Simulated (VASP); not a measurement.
**ZnSe (Stilleite): phonons with PBEsol**

Crystal: ZnSe (Stilleite).

```
CELL_PARAMETERS angstrom
0.00000 2.82066 2.82066
2.82066 0.00000 2.82066
2.82066 2.82066 0.00000
ATOMIC_POSITIONS crystal
Zn 0.00000 0.00000 0.00000
Se 0.25000 0.25000 0.25000
```

| Property | Result |
| --- | --- |
| Program | VASP 6.6.1 |
| Task | phonons |
| Functional | PBEsol |
| Potentials or basis | VASP PAW PBE potentials, release 64 (Zn, Se) |
| Cutoff | 600 eV |
| k mesh | 8 × 8 × 8 |
| Occupations | gaussian, width 0.03 eV |
| Spin | no spin polarisation |
| Target pressure | 1.5 GPa |
| By perturbation theory | no |
| Further INCAR settings | ALGO = Normal; EDIFF = 1e-08; IBRION = 6; POTIM = 0.015; NSW = 1 |

The relaxed volume is 21.94 Å³/atom and the relaxed cell is a = 3.959 Å, b = 3.959 Å, c = 3.959 Å, α = 60.00°, β = 60.00°, γ = 60.00°. The space group after relaxing (to 0.05 Å) is F-43m (No. 216). The highest phonon frequency at Γ, LO-TO splitting left out is 217 cm⁻¹.

The path:
| step | energy change (eV) | largest force (eV/Å) | pressure (GPa) | volume (Å³) |
| --- | --- | --- | --- | --- |
| 1 | 0.0000 | 0.0000 | -0.02 | 44.88 |
| 2 | 0.0087 | 0.0000 | 2.13 | 43.51 |
| 3 | 0.0045 | 0.0000 | 1.50 | 43.89 |

Final structure:
```cif
data_structure
_symmetry_space_group_name_H-M 'P 1'
_symmetry_Int_Tables_number 1
_cell_length_a 3.9593
_cell_length_b 3.9593
_cell_length_c 3.9593
_cell_angle_alpha 60.000
_cell_angle_beta 60.000
_cell_angle_gamma 60.000
_cell_volume 43.89
loop_
_atom_site_label
_atom_site_type_symbol
_atom_site_fract_x
_atom_site_fract_y
_atom_site_fract_z
_atom_site_occupancy
Zn1 Zn 0.00000 0.00000 0.00000 1
Se1 Se 0.25000 0.25000 0.25000 1
```

Phonon frequencies in cm⁻¹ (negative: imaginary):
```csv
q point,frequencies
"(0.000, 0.000, 0.000)",0 0 0 217 217 217
```

Wall time 3.4 min on 1 thread of AMD EPYC 7R13 Processor (Zen 3), with other jobs on the host, peak memory 0.24 GiB.

Caveat: the PAW data sets were made with another functional, which shifts forces and pressure a little.
